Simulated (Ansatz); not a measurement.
Crystal: Ni.

```
Ni
1.0
    -1.38372    1.38372    1.38372
     1.38372   -1.38372    1.38372
     1.38372    1.38372   -1.38372
Ni
1
Direct
  0.00000 0.00000 0.00000
```

This isn't the form of Ni at room conditions, which is fcc.

| Quantity | Value |
| --- | --- |
| Program | Ansatz 0.2.0 |
| Task | relaxation of cell and atoms |
| Functional | B3LYP |
| Potentials or basis | Ansatz PAW |
| Cutoff | 420 eV (not typed: the program's choice for these potentials) |
| k mesh | 7 × 7 × 7 |
| Occupations | fermi-dirac, width 0.05 eV |
| Spin | collinear spin, ferromagnetic start |
| Starting moments | [1.0] μB |

At the start: volume 10.60 Å³/atom.

Q: How do energy, volume and symmetry change on relaxing?

A: It ends after 7 steps and the volume is 11.13 Å³/atom (+5.0 %); space group Im-3m (No. 229, to 0.05 Å); moment 0.53 μB per cell.

Step by step:
| step | energy change (eV) | largest force (eV/Å) | volume (Å³) |
| --- | --- | --- | --- |
| 1 | 0.0000 | 0.0000 | 10.60 |
| 2 | -0.0107 | 0.0000 | 10.84 |
| 3 | -0.0149 | 0.0000 | 11.11 |
| 4 | -0.0149 | 0.0000 | 11.13 |
| 5 | -0.0156 | 0.0000 | 11.13 |
| 6 | -0.0156 | 0.0000 | 11.13 |
| 7 | -0.0156 | 0.0000 | 11.13 |

Final structure:
```
Ni
1.0
    -1.40643    1.40643    1.40643
     1.40643   -1.40643    1.40643
     1.40643    1.40643   -1.40643
Ni
1
Direct
  0.00000 0.00000 0.00000
```

Caveat: the k mesh is coarse (spacing up to 0.46 Å⁻¹), so the values aren't converged, least of all with exact exchange; the magnetic or orbital state may not be the lowest; the plane-wave basis is chosen anew once the cell has moved, so the energies of steps on either side of that aren't comparable; the PAW data sets come from PBE, with cores solved anew for the run's functional, which leaves a small shift of forces and pressure.
